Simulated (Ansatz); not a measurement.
# Hf: the cost of one run

Method: DFT r2SCAN, scalar-relativistic, plane waves, PAW, in Ansatz 0.2.0.

1 further run of the same task is left out (set aside as unsound or not needed).

## Step 1: The starting structure

The structure is hexagonal, space group P6/mmm (No. 191). The conventional cell has a = 4.568 Å, b = 4.568 Å, c = 2.825 Å, α = 90.00°, β = 90.00°, γ = 120.00°. Ti (site symmetry 6/mmm) is surrounded by 14 Ti at 2.82 to 2.99 Å. Around Ti (site symmetry -6m2) lie 11 Ti at 2.64 to 2.99 Å.

As a file:

```cif
data_structure
_symmetry_space_group_name_H-M 'P6/mmm'
_symmetry_Int_Tables_number 191
_cell_length_a 4.5680
_cell_length_b 4.5680
_cell_length_c 2.8246
_cell_angle_alpha 90.000
_cell_angle_beta 90.000
_cell_angle_gamma 120.000
_cell_volume 51.04
loop_
_atom_site_label
_atom_site_type_symbol
_atom_site_symmetry_multiplicity
_atom_site_Wyckoff_symbol
_atom_site_fract_x
_atom_site_fract_y
_atom_site_fract_z
_atom_site_occupancy
Ti1 Ti 1 a 0.00000 0.00000 0.00000 1
Ti2 Ti 2 d 0.33333 0.66667 0.50000 1
```

It goes back to an entry of the Materials Project, which need not be the stable form.

This cell was relaxed beforehand with the same method: volume 17.01 Å³/atom, gap on the mesh none (metal).

## Step 2: The substitution Ti → Hf

Hf starts from the relaxed positions of Ti, with all lengths scaled by 1.064, a guess from tabulated radii.

## Step 3: Quick check of gap, pressure and forces (Hf)

File input.yaml:

```yaml
crystal:
  lattice:
    - [4.8619979598, 0.0, 0.0]
    - [-2.4309989799, 4.2106137463, 0.0]
    - [0.0, 0.0, 3.006338441]
  atoms:
    - { symbol: Hf, position: [0.0, 0.0, 0.0] }
    - { symbol: Hf, position: [0.3333333333, 0.6666666667, 0.5] }
    - { symbol: Hf, position: [0.6666666667, 0.3333333333, 0.5] }
basis:
  ecutwfc: 500
kpoints:
  mp_grid: { grid: [6, 6, 6] }
hamiltonian:
  xc: r2scan
scf:
  occupations: { method: gaussian, width: 0.1 }
output:
  forces: true
  stress: true
  eigenvalues: true
```

Launch:

```bash
ansatz run input.yaml --threads 1 --pin off --max-ram 2560MiB --backend cpu --events-out ev --progress --plain --runs-dir out
```

Q: Estimate wall time and peak memory on 1 thread of Intel Xeon 6975P-C (Granite Rapids), shared host.

About 5 s, with a peak of 0.57 GiB.
